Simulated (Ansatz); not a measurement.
input.yaml (Ansatz)

```yaml
crystal:
  lattice:
    - [0.0, 2.3072978333, 2.3072978333]
    - [2.3072978333, 0.0, 2.3072978333]
    - [2.3072978333, 2.3072978333, 0.0]
  atoms:
    - { symbol: In, position: [0.0, 0.0, 0.0] }
hamiltonian:
  xc: lda
  pseudopotentials:
    kind: paw
    azcp:
      In: "pseudopotentials/In.paw.azcp"
basis:
  ecutwfc: 420
  fft_grid_basis: typed
kpoints:
  mp_grid: { grid: [19, 19, 19], shift: [0, 0, 0] }
magnetization:
  spin_polarized: false
scf:
  occupations: { method: fermi_dirac, width: 0.1 }
```

Terminal output

```
Warning: the record states the generating functional pbe (its physics header spells it `PBE`), which answers neither for hamiltonian.xc's functional nor for the lda family's — results may be inconsistent (PPs are generated against a specific XC)
Engine: ansatz 0.2.0, aarch64-unknown-linux-gnu
Pseudopotentials: kind: paw
Pseudopotential: In, paw, valence charge 13, recommended cutoff 420 eV (normal) 
Functional definition: SPW92
  exchange = slater_x
  correlation = pw_c
Crystal: 1 atoms, lattice volume = 24.566 Å³
Basis set: ecut = 420 eV, 531 PW (Γ)
Bands: 11, of which v1, the nominal top of the filled ones, is band 7 counted from 1 (6 counted from 0)
Symmetry: 48 space group operations
Space group: Fm-3m (ITA 225), of the structure as read, at distance tolerance 2.9e-5 Å
k-points: 220 of 6859
Non-local potential: In, projectors of the file, l = 0: 2, l = 1: 2, l = 2: 2, l = 3: 2
PAW form: soft (Blöchl's): semilocal exchange-correlation on the pseudo side does not see the compensation charge
PAW frozen core: In, regenerated for the run's functional, and the local potential with it (the file was generated under x = pbe(κ = 0.804, μ = 0.2195149727645171), c = pbe(β = 0.06672455060314922))
PAW one-centre angular grid: In, 590 points (default); XC on 64 Gauss nodes
Initial density: superposition of atomic densities (neutral atoms: chi_scale 0, normalization atom), corrected by the library's trained network
Initial wavefunctions: pseudopotential atomic-orbital guess
Functional: x = slater, c = lda
SCF iter   1: F=—  HF=-5457.173514 eV  |F-HF|=—  |Δ(HF+E_count)|=         —  Δρ=7.63e-3  dr2=7.90e-3  ethr=1.77e-3  ⟨swp⟩=4.9  Hψ=14289  notcnv=0
SCF iter   2: F=—  HF=-5457.170055 eV  |F-HF|=—  |Δ(HF+E_count)|=   3.46e-3  Δρ=3.24e-3  dr2=1.39e-3  ethr=6.08e-5  ⟨swp⟩=1.9  Hψ=5017  notcnv=0
SCF iter   3: F=—  HF=-5457.169560 eV  |F-HF|=—  |Δ(HF+E_count)|=   4.96e-4  Δρ=2.53e-4  dr2=9.87e-6  ethr=1.07e-5  ⟨swp⟩=2.0  Hψ=3494  notcnv=0  defer=2
SCF iter   4: F=—  HF=-5457.169558 eV  |F-HF|=—  |Δ(HF+E_count)|=   1.27e-6  Δρ=1.39e-4  dr2=3.41e-6  ethr=7.59e-8  ⟨swp⟩=2.0  Hψ=3796  notcnv=0  defer=2
iter 5 did not close the SCF: its close was put off for the readings that it lacked (scf_convergence_deferred on its scf_iter line)
SCF iter   5: F=-5457.169557 eV  HF=-5457.169557 eV  |F-HF|=1.10e-7  |Δ(HF+E_count)|=   1.66e-6  Δρ=2.26e-5  dr2=9.91e-8  ethr=2.62e-8  ⟨swp⟩=2.2  Hψ=3629  notcnv=0  defer=2
SCF iter   6: F=-5457.169557 eV  HF=-5457.169557 eV  |F-HF|=5.86e-10  |Δ(HF+E_count)|=   5.28e-8  Δρ=1.50e-6  dr2=5.24e-10  ethr=7.62e-10  ⟨swp⟩=1.0  Hψ=6830  notcnv=0
SCF 1 converged in 6 iterations: F = -5457.169557 eV  dr2 = 5.24e-10
SCF converged after 6 iterations
Free energy (F): -5457.169557 eV
Harris-Foulkes:  -5457.169557 eV  (|F-HF|=5.86e-10)
Internal energy: -5457.155615 eV  (E = F + TS)
E sigma→0 (E₀):  -5457.162586 eV
Entropy (-TS):   -0.013942 eV (-13.942 meV/atom)
Fermi energy:    10.813423 eV
--- Per-component energies (eV) ---
  E_band       = -16.408198
  E_kinetic    = 242.824512
  E_local      = -1039.338794  (includes V_loc(G=0)·N_el)
  E_nonlocal   = 369.209635
  E_hartree    = 406.087850
  E_xc         = -214.530933
  E_vxc        = -102.191712  (∫ρ·V_xc dr)
  E_paw        = -4012.762515  (= ΣΔE_a)
  E_vpaw       = -299.088479  (= ΣTr[D̂ρ^β])
  E_aug_tail   = 0.000026  (compensation charges beyond the density's cutoff)
  E_ewald      = -1208.929931
  E_core_change = 0.284536  (= ΣΔE_core)
  E_smearing   = -0.013942  (= −TS)
  E_closure    = 0.000000  (closes the sum)
  Σ components = -5457.169557   (vs F -5457.169557, Δ=0.00e0)
```
